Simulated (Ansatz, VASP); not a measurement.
## Two plane-wave programs on WC

Contents of INCAR:

```
ALGO = Fast ; EDIFF = 1E-6
ENCUT = 520 ; ISIF = 2
ISMEAR = 0 ; LASPH = T
LCHARG = T ; LELF = T
LREAL = F ; LVHAR = T
LWAVE = F ; NBANDS = 16
NELM = 60 ; PREC = Accurate
SIGMA = 0.1
```

Contents of KPOINTS:

```
k-points
0
Gamma
  8 8 8
```

File POSCAR:

```
WC
1.0
    0.0000000000      2.1926840000      2.1926840000
    2.1926840000      0.0000000000      2.1926840000
    2.1926840000      2.1926840000      0.0000000000
W C
1 1
Direct
    0.0000000000      0.0000000000      0.0000000000
    0.5000000000      0.5000000000      0.5000000000
```

Input for Ansatz:

```yaml
crystal:
  lattice:
    - [0.0, 2.192684, 2.192684]
    - [2.192684, 0.0, 2.192684]
    - [2.192684, 2.192684, 0.0]
  atoms:
    - { symbol: W, position: [0.0, 0.0, 0.0] }
    - { symbol: C, position: [0.5, 0.5, 0.5] }
basis:
  ecutwfc: 420
kpoints:
  mp_grid: { grid: [8, 8, 8] }
hamiltonian:
  xc: lda
scf:
  occupations: { method: gaussian, width: 0.1 }
output:
  forces: true
  stress: true
  eigenvalues: true
```

Measurements of this composition are mostly on another form, of space group No. 187.

Alike in both runs: task single point; functional LDA; k mesh 8 × 8 × 8; occupations gaussian, width 0.1 eV; no spin polarisation.

|  | VASP | Ansatz |
| --- | --- | --- |
| version | VASP 6.6.1 | Ansatz 0.2.0 |
| potentials or method | VASP PAW LDA potentials, release 64 (W_sv, C) | scalar-relativistic, plane waves, PAW |
| plane-wave cutoff (eV) | 520 | 420 |
| valence electrons in the cell | 18 | 18 |

```tsv
	VASP	Ansatz	Ansatz less VASP
gap on the k mesh at the Fermi level (eV)	none	none	-
pressure (GPa)	-13.5	-15.7	-2.12
```

A gap of «none» marks a metal or a gap that the smearing closes.

Spin-orbit coupling is left out, which matters for the levels of W.
